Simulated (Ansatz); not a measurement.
A run of Ansatz 0.2.0:

Contents of input.yaml:

```yaml
crystal:
  lattice:
    - [2.1542, 1.2437279499, 3.758]
    - [-2.1542, 1.2437279499, 3.758]
    - [0.0, -2.4874558998, 3.758]
  atoms:
    - { symbol: Sb, position: [0.76651, 0.76651, 0.76651] }
    - { symbol: Sb, position: [0.23349, 0.23349, 0.23349] }
hamiltonian:
  xc: pbesol
  pseudopotentials: { kind: paw }
kpoints:
  mp_grid: { grid: [4, 4, 4] }
  band_path:
    path:
      - [[0.0, 0.0, 0.0], [0.5, 0.0, 0.0], [0.5, 0.2396873643, -0.2396873643]]
      - [[0.7603126357, 0.5, 0.2396873643], [0.5, 0.5, 0.5], [0.0, 0.0, 0.0], [0.3698436821, 0.0, -0.3698436821]]
      - [[0.6301563179, 0.3698436821, 0.0], [0.5, 0.5, 0.0], [0.6301563179, 0.6301563179, 0.2396873643], [0.5, 0.5, 0.5]]
      - [[0.5, 0.0, 0.0], [0.7603126357, 0.3698436821, 0.3698436821]]
    npoints: 14
scf:
  occupations: { method: fermi_dirac, width: 0.05 }
  n_extra_bands: 6
output:
  forces: true
  stress: true
  eigenvalues: true
  fatbands: false
```

Potentials or basis: Ansatz PAW.

The run is started by

```sh
$ ansatz run input.yaml --threads 2 --pin off --max-ram 5632MiB --backend cpu --events-out ev --progress --plain --runs-dir out
```

Hardware: 2 threads of Arm Neoverse V2, with other jobs on the host.

Q: How long does it take, and how much memory?

A: Run time: 2 s on 2 threads of Arm Neoverse V2, with other jobs on the host, peak memory 0.33 GiB. Counts: scf iterations 7, plane waves 1195, k points 13, bands 21.
